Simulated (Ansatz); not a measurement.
## Bands of BaTe

```xyz
2
Lattice="4.2424 0.0000 0.0000 0.0000 4.2424 0.0000 0.0000 0.0000 4.2424" Properties=species:S:1:pos:R:3 pbc="T T T"
Ba    0.0000    0.0000    0.0000
Te    2.1212    2.1212    2.1212
```

Atoms are numbered in the order listed.

The conventional cell has a = 4.242 Å, b = 4.242 Å, c = 4.242 Å, α = 90.00°, β = 90.00°, γ = 90.00°. Ba (atom 1) is surrounded by 8 Te at 3.67 Å. Around Te (atom 2) lie 8 Ba at 3.67 Å.

The cell was built from the CsCl type and relaxed in the same program, and has space group Pm-3m; it needn't be a known or the stable phase.

No spin–orbit coupling, which matters for the heavy atoms here.

The calculation used DFT, PBE, all-electron LAPW, scalar-relativistic in Ansatz 0.2.0.

Settings: a Γ-centred 9×9×9 k mesh, Fermi–Dirac smearing of 0.05 eV, basis error target 1 meV/atom, no spin polarisation.

Points in fractions of the reciprocal vectors of this cell: Γ (0, 0, 0), X (0, 0.5, 0), M (0.5, 0.5, 0), R (0.5, 0.5, 0.5). The path joins them by straight lines in the order Γ–X–M–Γ–R–X–R–M; legs that retrace an earlier one aren't tabulated. Energies are in eV from the top of the valence band.

List the levels at R between -5 and 3 eV.

-2.87 (×3).

List the levels at M between -5 and 3 eV.

-2.00 (×2), 0.00, 1.07, 2.63.

List the levels at Γ between -5 and 3 eV.

-0.34 (×3), 0.86 (×2), 2.53.

What is the band gap?

0.86 eV, indirect from M (0.5, 0.5, 0) to Γ.

Kohn–Sham gaps of semilocal functionals usually fall short of measured ones.
